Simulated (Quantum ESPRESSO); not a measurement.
GaN:

```
CELL_PARAMETERS angstrom
0.00000 2.25350 2.25350
2.25350 0.00000 2.25350
2.25350 2.25350 0.00000
ATOMIC_POSITIONS crystal
Ga 0.00000 0.00000 0.00000
N 0.25000 0.25000 0.25000
```

The cell is a database's computed one.

| Item | Value |
| --- | --- |
| Program | Quantum ESPRESSO 7.5 |
| Task | phonons |
| Functional | LDA |
| Potentials or basis | GBRV 1.5 LDA |
| Cutoff | 762 eV |
| Density cutoff | 6095 eV |
| k mesh | 8 × 8 × 8, shifted |
| Occupations | fermi-dirac, width 0.05 eV |
| Spin | no spin polarisation |
| Form of the LDA correlation | PZ81 |
| Mixing beta | 0.5 |
| Most SCF iterations | 120 |
| SCF threshold | 4e-10 Ry |

The cell and the atoms were relaxed first, to 11.10 Å³/atom (a = 3.155 Å, b = 3.155 Å, c = 3.155 Å, α = 60.00°, β = 60.00°, γ = 60.00°), and the response was taken there.

The first run showed a gap, so the response started from a second, tighter run with fixed occupations.

How polar is the lattice: what are the Born charges, the two dielectric constants and the LO-TO splitting?

Born charges ±2.64 e; dielectric constants 5.75 (electrons alone) and 10.10 (static); transverse and longitudinal modes at 552 and 731 cm⁻¹.
